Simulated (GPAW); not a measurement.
Crystal: Ta.

```
CELL_PARAMETERS angstrom
2.90037 0.00000 0.00000
-1.45019 2.51180 0.00000
0.00000 0.00000 5.16627
ATOMIC_POSITIONS crystal
Ta 0.33333 0.66667 0.25000
Ta 0.66667 0.33333 0.75000
```

This isn't the form of Ta at room conditions, which is bcc.

Base run:

- Program: GPAW 26.7.0
- Functional: RPBE
- Potentials or basis: the program's PAW data sets (release 1.2.1) made for this functional
- Cutoff: 600 eV
- Basis: pw
- k mesh: 11 × 11 × 5
- Occupations: gaussian, width 0.02 eV
- Spin: no spin polarisation

Its results: band gap on the k mesh none (metal or under the smearing width); pressure 2.6 GPa.

Problem. The run is repeated on the same cell with these changes: functional from RPBE to LDA; occupations from gaussian, width 0.02 eV to gaussian, width 0.1 eV. What comes out?

Solution. Band gap on the k mesh none (metal or under the smearing width); pressure -12.1 GPa.
